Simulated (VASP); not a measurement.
SnSe2 (strained 1T (CdI2) bulk), PBE single-point calculation: VASP's output and Ansatz's

POSCAR

```
Sn Se
 1.0000000000000000
     3.8251493298139603    0.0000000000000000    0.0000000000000000
    -1.9125746649069801    3.3126764928879098    0.0000000000000000
     0.0000000000000000    0.0000000000000000    6.1648082737000003
 Sn  Se
   1   2
Cartesian
 -0.0000000000000000 -0.0000000000000000  0.0000000000000000
 -0.0000000000000000  2.2084509952586062  1.5746175772810287
  1.9125746649069799  1.1042254976293031  4.5901906964189729
```

VASP ran with the recommended PBE PAW datasets (26 valence electrons in the cell).

From OUTCAR

```
k-points           NKPTS =     69   k-points in BZ     NKDIM =     69   number of bands    NBANDS=     20

   NELECT =      26.0000    total number of electrons

   dimension x,y,z NGX =    28 NGY =   28 NGZ =   48
   dimension x,y,z NGXF=    56 NGYF=   56 NGZF=   96

  energy-cutoff  :      520.00
  volume of cell :       78.12
      direct lattice vectors                 reciprocal lattice vectors
     3.825149330  0.000000000  0.000000000     0.261427702  0.150935354  0.000000000
    -1.912574665  3.312676493  0.000000000     0.000000000  0.301870709  0.000000000
     0.000000000  0.000000000  6.164808274     0.000000000  0.000000000  0.162211046

 k-points in reciprocal lattice and weights: KPOINTS created by Atomic Simulation Env
   0.00000000  0.00000000  0.00000000       0.002
   0.08333333  0.00000000  0.00000000       0.010
   0.16666667  0.00000000  0.00000000       0.010
   0.25000000  0.00000000  0.00000000       0.010
   0.33333333  0.00000000  0.00000000       0.010
   0.41666667 -0.00000000  0.00000000       0.010
   0.50000000  0.00000000  0.00000000       0.005
   0.08333333  0.08333333  0.00000000       0.010
   ...

 E-fermi :   4.4373

 k-point     1 :       0.0000    0.0000    0.0000
  band No.  band energies     occupation
      1     -17.1832      2.00000
      2     -17.1832      2.00000
      3     -17.1465      2.00000
      4     -17.1346      2.00000
      5     -17.1346      2.00000
      6      -9.7509      2.00000
      7      -8.0948      2.00000
      8      -2.1160      2.00000
      9       3.4717      2.00000
     10       3.4717      2.00000
     11       3.7252      2.00000
     12       3.7252      2.00000
     13       3.9827      2.00000
     14       5.0363      0.00000
     15       7.1049      0.00000
     16       8.7005      0.00000
     17       8.7005      0.00000
     18      12.1582      0.00000
     19      13.0473      0.00000
     20      13.0473      0.00000

 k-point     2 :       0.0833    0.0000    0.0000
  band No.  band energies     occupation
      1     -17.1860      2.00000
      2     -17.1806      2.00000
      3     -17.1447      2.00000
      4     -17.1364      2.00000
      5     -17.1344      2.00000
      6      -9.6833      2.00000
      7      -8.0509      2.00000
      8      -2.0959      2.00000
      9       2.6390      2.00000
     10       3.1481      2.00000
     11       3.3393      2.00000
     12       3.9004      2.00000
     13       4.0481      2.00000
     14       5.6638      0.00000
     15       7.5210      0.00000
     16       8.4593      0.00000
     17       8.8291      0.00000
     18      12.2071      0.00000
     19      12.4038      0.00000
     20      13.1285      0.00000

 k-point     3 :       0.1667    0.0000    0.0000
  band No.  band energies     occupation
      1     -17.1946      2.00000
      2     -17.1743      2.00000
      3     -17.1425      2.00000
      4     -17.1373      2.00000
      5     -17.1331      2.00000
      6      -9.4850      2.00000
      7      -7.9313      2.00000
      8      -2.0706      2.00000
      9       1.4859      2.00000
     10       2.5394      2.00000
     11       2.6712      2.00000
     12       3.9926      2.00000
     13       3.9990      2.00000
     14       6.2646      0.00000
     15       7.7611      0.00000
     16       8.8176      0.00000
     17       9.1152      0.00000
     18      11.2663      0.00000
     19      12.2661      0.00000
     20      13.2991      0.00000

 k-point     4 :       0.2500    0.0000    0.0000
  band No.  band energies     occupation
      1     -17.2074      2.00000
      2     -17.1677      2.00000
      3     -17.1475      2.00000
      4     -17.1296      2.00000
      5     -17.1293      2.00000
      6      -9.1717      2.00000
      7      -7.7738      2.00000
      8      -2.1587      2.00000
      9       0.5810      2.00000
     10       1.7542      2.00000
     11       2.2188      2.00000
     12       3.8110      2.00000
     13       3.9631      2.00000
     14       6.0001      0.00000
     15       7.9392      0.00000
     16       9.3379      0.00000
     17       9.6197      0.00000
     18      10.5615      0.00000
     19      12.3049      0.00000
     20      13.7025      0.00000

 ...

  Total        1.4919245      1.4919245      1.6333438      0.0000000     -0.0000000     -0.0000000
  in kB       30.5992252     30.5992252     33.4997223      0.0000000     -0.0000000     -0.0000000
  external PRESSURE =      31.5660576 kB  Pullay stress =       0.0000000 kB

 POSITION                                       TOTAL-FORCE (eV/Angst)
 -----------------------------------------------------------------------------------
      0.00000      0.00000      0.00000        -0.000000      0.000000      0.000000
      0.00000      2.20845      1.57462         0.000000     -0.000000      0.276220
      1.91257      1.10423      4.59019         0.000000      0.000000     -0.276220
 -----------------------------------------------------------------------------------
    total drift:                               -0.000000      0.000000     -0.000000

  FREE ENERGIE OF THE ION-ELECTRON SYSTEM (eV)
  ---------------------------------------------------
  free  energy   TOTEN  =       -11.8162629683 eV

  energy  without entropy=      -11.8162629676  energy(sigma->0) =      -11.81626297
```

Each program uses its own PAW datasets. VASP's cell holds 26 valence electrons and Ansatz's 46. Ansatz's stress includes a Pulay correction; VASP's doesn't.

**Question.** What does Ansatz give for the same cell and level of theory?

**Answer.** gap between bands v and c 0.57 eV; least direct gap 1.06 eV; pressure 3.1 GPa; largest force 0.26 eV/Å.

Ansatz printed

```
SCF 1 converged in 6 iterations: F = -16963.341085 eV  dr2 = 3.50e-8
  greatest PAW one-centre occupation: 1.000 electrons in one spin orbital (limit 2), on the Se atom at site 2 (counted from 0), in its partial waves of l = 2
NSCF: frozen V_eff on 8 k-points
SCF converged after 6 iterations
Free energy (F): -16963.341085 eV
Harris-Foulkes:  -16963.341085 eV  (|F-HF|=2.89e-8)
Internal energy: -16963.341085 eV  (E = F + TS)
E sigma→0 (E₀):  -16963.341085 eV
Fermi energy:    8.333503 eV
--- Per-component energies (eV) ---
  E_band       = -864.078878
  E_kinetic    = 425.022881
  E_local      = -6041.934472  (includes V_loc(G=0)·N_el)
  E_nonlocal   = -1222.395159
  E_hartree    = 3095.750112
  E_xc         = -589.878564
  E_vxc        = -291.391412  (∫ρ·V_xc dr)
  E_paw        = -7963.744526  (= ΣΔE_a)
  E_vpaw       = 75.123515  (= ΣTr[D̂ρ^β])
  E_aug_tail   = -0.001225  (compensation charges beyond the density's cutoff)
  E_ewald      = -4666.160132
  E_smearing   = -0.000000  (= −TS)
  E_closure    = -0.000000  (closes the sum)
  Σ components = -16963.341085   (vs F -16963.341085, Δ=0.00e0)
--- Forces (eV/Å), atoms counted from 1 ---
  atom   1  Sn     0.00000000     0.00000000     0.00000000
  atom   2  Se     0.00000000     0.00000000     0.26157449
  atom   3  Se    -0.00000000    -0.00000000    -0.26157449
  max |Σ_I F_I| component: 5.55e-17 eV/Å
--- Stress (GPa, compression-positive) ---
        2.995449       0.000000       0.000000
        0.000000       2.995449      -0.000000
        0.000000       0.000000       3.274516
  P = ⅓ Tr σ = 3.0885 GPa (30.885 kbar)
--- Band table (eV; the first three rows and the last of 69) ---
  k-point 0: bands = ["-38.8492", "-38.8492", "-38.8491", "-38.8491", "-38.8236", "-38.8236", "-38.8231", "-38.8231", "-38.8135", "-38.8133", "-13.2834", "-13.2834", "-13.2474", "-13.2355", "-13.2355", "-5.8540", "-4.2012", "1.7760", "7.3690", "7.3690", "7.6212", "7.6212", "7.8735", "8.9379", "11.0093", "12.6021", "12.6021"]
  k-point 1: bands = ["-38.8491", "-38.8491", "-38.8491", "-38.8491", "-38.8236", "-38.8236", "-38.8232", "-38.8232", "-38.8135", "-38.8133", "-13.2834", "-13.2834", "-13.2473", "-13.2355", "-13.2355", "-5.7647", "-4.3806", "2.1845", "6.6943", "7.3021", "7.3021", "7.7211", "7.7211", "9.8522", "10.9963", "12.4551", "12.4551"]
  k-point 2: bands = ["-38.8491", "-38.8491", "-38.8491", "-38.8491", "-38.8234", "-38.8234", "-38.8233", "-38.8233", "-38.8134", "-38.8134", "-13.2834", "-13.2834", "-13.2473", "-13.2355", "-13.2355", "-5.6516", "-4.5780", "2.7011", "5.8090", "7.2582", "7.2582", "7.7991", "7.7991", "10.4236", "10.9183", "12.3163", "12.3163"]
  k-point 68: bands = ["-38.8488", "-38.8488", "-38.8488", "-38.8488", "-38.8235", "-38.8235", "-38.8235", "-38.8234", "-38.8130", "-38.8130", "-13.2991", "-13.2991", "-13.2353", "-13.2353", "-13.2167", "-3.8347", "-3.8347", "0.7251", "3.8491", "3.8491", "4.3128", "7.5762", "7.5762", "10.3041", "12.4566", "12.4566", "13.9673"]
```
